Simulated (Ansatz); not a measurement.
# Sr: the cost of one run

Method: DFT PBE, scalar-relativistic, plane waves, PAW, in Ansatz 0.2.0.

1 further run of the same task is left out (set aside as unsound or not needed).

## 1. The starting structure

Symmetry: P6_3/mmc, No. 194, hexagonal system. The conventional cell has a = 4.263 Å, b = 4.263 Å, c = 13.977 Å, α = 90.00°, β = 90.00°, γ = 120.00°. Sr (site symmetry -3m) has 12 Sr at 4.26 to 4.27 Å as nearest neighbours. Sr (site symmetry -6m2) has 12 Sr at 4.26 to 4.27 Å as nearest neighbours.

Coordinates:

```
Sr
1.0
     4.26272    0.00000    0.00000
    -2.13136    3.69162    0.00000
     0.00000    0.00000   13.97665
Sr
4
Direct
  0.00000 0.00000 0.00000
  0.33333 0.66667 0.25000
  0.00000 0.00000 0.50000
  0.66667 0.33333 0.75000
```

It goes back to an entry of the Materials Project, which need not be the stable form.

It is the result of an earlier relaxation at this level (volume 54.99 Å³/atom; gap on the mesh: none (metal)).

## 2. -1 GPa

Contents of input.yaml:

```yaml
crystal:
  lattice:
    - [4.2767950603, 0.0, 0.0]
    - [-2.1383975302, 3.7038131689, 0.0]
    - [0.0, 0.0, 14.0227957205]
  atoms:
    - { symbol: Sr, position: [0.0, 0.0, 0.0] }
    - { symbol: Sr, position: [0.3333333333, 0.6666666667, 0.25] }
    - { symbol: Sr, position: [0.0, 0.0, 0.5] }
    - { symbol: Sr, position: [0.6666666667, 0.3333333333, 0.75] }
basis:
  ecutwfc: 420
kpoints:
  mp_grid: { grid: [12, 12, 4] }
hamiltonian:
  xc: pbe
scf:
  occupations: { method: gaussian, width: 0.1 }
output:
  forces: true
  stress: true
  eigenvalues: true
relax:
  adjacent_minimum: "off"
  f_tol: 0.008
  max_steps: 50
  cell: { stress_tol: 0.08, p_target: -1.0 }
```

The run is started by

```console
$ ansatz run input.yaml --threads 1 --pin off --max-ram 2560MiB --backend cpu --events-out ev --progress --plain --runs-dir out
```

What time and memory should one allow on 1 thread of Arm Neoverse V1, shared host?

About 62 s, with a peak of 0.55 GiB.
